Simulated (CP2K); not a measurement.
Zr:

```
Zr
1.0
     3.23200    0.00000    0.00000
    -1.61600    2.79899    0.00000
     0.00000    0.00000    5.14700
Zr
2
Direct
  0.66667 0.33333 0.75000
  0.33333 0.66667 0.25000
```

Base run:

| Property | Result |
| --- | --- |
| Program | CP2K 2026.2 |
| Functional | RPBE |
| Potentials or basis | POTENTIAL_UZH Zr GTH-PBE-q12; TZVP-MOLOPT-PBE-GTH basis |
| Density cutoff | 6123 eV |
| k mesh | 9 × 9 × 5 |
| Occupations | gaussian, width 0.1 eV |
| Spin | no spin polarisation |

Its results: band gap on the k mesh none (metal or under the smearing width); pressure 3.3 GPa.

Problem. The run is repeated on the same cell with these changes: functional from RPBE to PBE; occupations from gaussian, width 0.1 eV to gaussian, width 0.02 eV. What comes out?

Solution. Band gap on the k mesh none (metal or under the smearing width); pressure 1.3 GPa.

Caveats: the basis of atomic orbitals isn't converged, which shifts pressures, moduli and gaps; the potentials were made for another functional, which shifts forces and pressure (some runs).
